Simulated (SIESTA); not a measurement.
SnO2:

```
CELL_PARAMETERS angstrom
5.17526 0.00000 0.00000
0.00000 5.17526 0.00000
0.00000 0.00000 5.17526
ATOMIC_POSITIONS crystal
Sn 0.00000 0.00000 0.00000
Sn 0.50000 0.00000 0.50000
Sn 0.50000 0.50000 0.00000
Sn 0.00000 0.50000 0.50000
O 0.66110 0.83890 0.16110
O 0.83890 0.16110 0.66110
O 0.16110 0.66110 0.83890
O 0.33890 0.33890 0.33890
O 0.66110 0.66110 0.66110
O 0.83890 0.33890 0.16110
O 0.16110 0.83890 0.33890
O 0.33890 0.16110 0.83890
```

Measurements of this composition are mostly on another form, of space group No. 136.

Base run:

```yaml
Program: SIESTA 5.4.2
Functional: PBEsol
Potentials_or_basis: PseudoDojo 0.4 standard (PBEsol files)
Basis: DZP (energy shift 0.003 Ry; two zetas on semicore shells)
Grid_cutoff: 800 Ry
Energy_shift: 0.003 Ry
k_mesh: 5 × 5 × 5
Occupations: fermi-dirac, width 0.05 eV
Spin: no spin polarisation
```

Its results: band gap on the k mesh 0.37 eV, indirect (least direct gap 0.41 eV); pressure -2.0 GPa; largest force 0.017 eV/Å.

Task: The run is repeated on the same cell with these changes: functional from PBEsol to LDA; potentials or basis from PseudoDojo 0.4 standard (PBEsol files) to PseudoDojo 0.4 standard (LDA files). What comes out?

Result: Band gap on the k mesh 0.35 eV, indirect (least direct gap 0.40 eV); pressure -7.8 GPa; largest force 0.035 eV/Å.

Caveats: spin-orbit coupling is left out, which moves the levels of the heavy elements; the basis of atomic orbitals isn't converged, which shifts pressures, moduli and gaps.

Not every run made on this cell is shown here.
